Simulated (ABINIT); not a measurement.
Write the native input for ABINIT 10.8.3 (patched build) that does the following.

| Item | Value |
| --- | --- |
| Task | relaxation of cell and atoms |
| Functional | PBEsol |
| Potentials or basis | JTH PAW PBE v2.0 |
| Cutoff | 599 eV |
| k mesh | 10 × 10 × 10 |
| Occupations | fermi-dirac, width 0.05 eV |
| Spin | no spin polarisation |
| Cell freedom (optcell) | 2 |
| Cutoff smearing ecutsm (Ha) | 0.5 |
| Optimiser (ionmov) | 22 |
| Force stop (Ha/bohr) | 0.0001 |
| Fine-grid cutoff | 1197.3 eV |

Crystal: Sn.

```xyz
1
Lattice="-2.0292 2.0292 1.6608 2.0292 -2.0292 1.6608 2.0292 2.0292 -1.6608" Properties=species:S:1:pos:R:3 pbc="T T T"
Sn    0.0000    0.0000    0.0000
```

This isn't the form of Sn at room conditions, which is tetragonal (white tin).

These files were run (other wordings do the same):

run.abi

```
# Pseudopotentials
pp_dirpath "./"
pseudos "Sn.GGA_PBE-JTH.xml"

# Structure
acell 3*1.0
rprim
    -3.8346122418     3.8346122418     3.1383815391
     3.8346122418    -3.8346122418     3.1383815391
     3.8346122418     3.8346122418    -3.1383815391
ntypat 1
znucl 50
natom 1
typat 1
xcart
     0.0000000000     0.0000000000     0.0000000000
chkprim 0
chksymtnons 0
tolsym 1.0e-6

# Plane-wave basis
ecut 22.0
pawecutdg 44.0
pawxcdev 0

# k points
kptopt 1
ngkpt 10 10 10
nshiftk 1
shiftk 0.0 0.0 0.0

# Exchange and correlation
ixc -116133

# Bands and occupations
nband 11
occopt 3
tsmear 0.05 eV

# SCF cycle
nstep 100
tolvrs 1.0e-9

# Output
iomode 3
prtwf 0
prtden 0
prteig 0
prtebands 0

# Relaxation
ionmov 22
ntime 60
tolmxf 0.0001
optcell 2
dilatmx 1.08
ecutsm 0.5
```

Potentials or basis: JTH PAW PBE v2.0.

The run is started by

```sh
$ abinit run.abi > log 2>&1
```

It gave:

The relaxed volume is 26.28 Å³/atom, the relaxed cell is a = 3.268 Å, b = 3.268 Å, c = 3.268 Å, α = 104.90°, β = 104.90°, γ = 119.05° and the space group after relaxing (to 0.05 Å) is I4/mmm (No. 139). The energy gained by relaxing is 7.4 meV/atom and the ionic steps are 5. The pressure after relaxing is 0.0 GPa. The band gap on the k mesh is none (metal or under the smearing width) and the valence electrons inside the program's atomic spheres are Sn 11.88 (radii [1.3287] Å).

Caveat: the PAW data sets were made with another functional, which shifts forces and pressure a little.

It took 2.6 min on 1 thread of Arm Neoverse V1, on a shared host, peak memory 0.14 GiB.
